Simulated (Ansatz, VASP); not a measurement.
## HgTe (Coloradoite): VASP beside Ansatz

```
Hg Te
1.0
     0.00000    3.21450    3.21450
     3.21450    0.00000    3.21450
     3.21450    3.21450    0.00000
Hg Te
1 1
Direct
  0.00000 0.00000 0.00000
  0.75000 0.75000 0.75000
```

Alike in both runs: task single point; functional PBE; k mesh 7 × 7 × 7; occupations gaussian, width 0.017 eV; no spin polarisation.

```csv
,VASP,Ansatz
version,VASP 6.6.1,Ansatz 0.2.0
potentials or method,"VASP PAW PBE potentials, release 64 (Hg, Te), cutoff 520 eV","all-electron LAPW, scalar-relativistic"
```

```tsv
	VASP	Ansatz	Ansatz less VASP
gap on the k mesh at the Fermi level (eV)	none	none	-
pressure (GPa)	4.6	4.6	-0.07
```

A gap of «none» marks a metal or a gap that the smearing closes. Ansatz ran all-electron here, so the differences hold the error of VASP's frozen core and of both bases.

Spin-orbit coupling is left out, which matters for the levels of Hg, Te.
